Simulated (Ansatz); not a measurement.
input.yaml for Mg₂Sn (Ansatz 0.2.0)

```yaml
crystal:
  lattice:
    - [0.0, 3.3801536934, 3.3801536934]
    - [3.3801536934, 0.0, 3.3801536934]
    - [3.3801536934, 3.3801536934, 0.0]
  atoms:
    - { symbol: Mg, position: [0.25, 0.25, 0.25] }
    - { symbol: Mg, position: [0.75, 0.75, 0.75] }
    - { symbol: Sn, position: [0.0, 0.0, 0.0] }
total_charge: -2
basis:
  ecutwfc: 420
kpoints:
  mp_grid: { grid: [4, 4, 4] }
hamiltonian:
  xc: pbe
scf:
  occupations: { method: gaussian, width: 0.1 }
output:
  forces: true
  stress: true
  eigenvalues: true
```

Command:

```bash
ansatz run input.yaml --threads 1 --pin off --max-ram 1331MiB --backend cpu --events-out ev --progress --plain --runs-dir out
```

From the log (HF is the Harris–Foulkes energy, dr2 the density residual in eV):

```text
Pseudopotential: Mg, paw, valence charge 10, recommended cutoff 420 eV (normal)
Pseudopotential: Sn, paw, valence charge 14, recommended cutoff 420 eV (normal)
Crystal: 3 atoms, lattice volume = 77.239 Å³
Basis set: ecut = 420 eV, 1459 PW (Γ), exchange–correlation on 64×64×64 points (8 copies of the dense FFT grid, shifted against one another)
Bands: 22, of which v1, the nominal top of the filled ones, is band 18 counted from 1 (17 counted from 0)
Symmetry: 48 space group operations
Space group: Fm-3m (ITA 225), of the structure as read, at distance tolerance 4.3e-5 Å
k-points: 8 of 64
Initial density: superposition of atomic densities (neutral atoms scaled as one to the charged cell's electrons: chi_scale 0, normalization atom), corrected by the library's trained network
SCF iter   1: HF=-9865.749808 eV  Δρ=1.58e-1  dr2=1.79e1
SCF iter   2: HF=-9859.311001 eV  Δρ=9.18e-2  dr2=3.42e0
SCF iter   3: HF=-9857.163512 eV  Δρ=7.00e-3  dr2=1.01e-1
SCF iter   4: HF=-9857.149155 eV  Δρ=3.02e-3  dr2=8.87e-3
   ...
SCF iter   7: HF=-9857.150382 eV  Δρ=4.70e-5  dr2=1.13e-6
SCF iter   8: HF=-9857.150388 eV  Δρ=5.60e-6  dr2=1.94e-8
SCF iter   9: F=-9857.150388 eV  HF=-9857.150388 eV  Δρ=7.08e-7  dr2=5.01e-10
SCF 1 converged in 9 iterations: F = -9857.150388 eV  dr2 = 5.01e-10
SCF converged after 9 iterations
Free energy (F): -9857.150388 eV
E sigma→0 (E₀):  -9857.145735 eV
Entropy (-TS):   -0.009306 eV (-3.102 meV/atom)
Fermi energy:    7.837391 eV
--- Forces (eV/Å), atoms counted from 1 ---
  atom   1  Mg     0.00000000    -0.00000000    -0.00000000
  atom   2  Mg     0.00000000    -0.00000000    -0.00000000
  atom   3  Sn    -0.00000000    -0.00000000    -0.00000000
--- Stress (GPa, compression-positive) ---
       -2.680834       0.000000      -0.000000
        0.000000      -2.680834       0.000000
       -0.000000      -0.000000      -2.680834
  P = ⅓ Tr σ = -2.6808 GPa (-26.808 kbar)
```

These settings were drawn at random to show what each does; none of the numbers is a converged property of the crystal. The charged cell sits in a uniform compensating background.